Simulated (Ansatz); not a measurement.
**Zone-centre phonons of Ti at 18 GPa: input and output**

The calculation used Ansatz, DFT PBEsol, scalar-relativistic, plane waves, PAW.

Launched with:
```bash
ansatz run input.yaml --threads 1 --pin off --max-ram 3072MiB --backend cpu --events-out ev --progress --plain --runs-dir out
```

Input (bare energies are in eV):
```yaml
crystal:
  lattice:
    - [2.7803277337, 0.0, 0.0]
    - [-1.3901638668, 2.4078344483, 0.0]
    - [0.0, 0.0, 4.4291782023]
  atoms:
    - { symbol: Ti, position: [0.3333333333, 0.6666666667, 0.25] }
    - { symbol: Ti, position: [0.6666666667, 0.3333333333, 0.75] }
basis:
  ecutwfc: 420
kpoints:
  mp_grid: { grid: [18, 18, 10] }
hamiltonian:
  xc: pbesol
scf:
  occupations: { method: fermi_dirac, width: 0.15 }
output:
  eigenvalues: true
phonons:
  method: dfpt
  eigenvectors: true
```

The end of the output:
```
--- Phonons (Γ-DFPT): 2 representative perturbations + reference, on 546 of 3240 k-points (Σ response iterations 6) ---
  k mesh reduced under 4 symmetry operations, with k and −k counted as one. Each operation leaves every solved displacement unchanged or reverses it
  ASR residual: 1.716e-3 → 0.000e0 eV/Å²; symmetrization residual: 4.648e-10 eV/Å²
  ASR residual per site (eV/Å²): 1.72e-3 1.72e-3
  Γ frequencies (cm⁻¹): 0.00 0.00 0.00 91.67 91.67 279.31
  non-analytic LO–TO correction: not included (Born effective charges unavailable; polar crystals: no LO–TO splitting at Γ)
```

The run took 39 s on 1 thread of Intel(R) Xeon(R) 6975P-C (Granite Rapids), with other jobs on the host, peak memory 1.2 GiB.

In a metal, frequencies and elastic constants depend on the k mesh and the smearing, soft modes and shear constants most.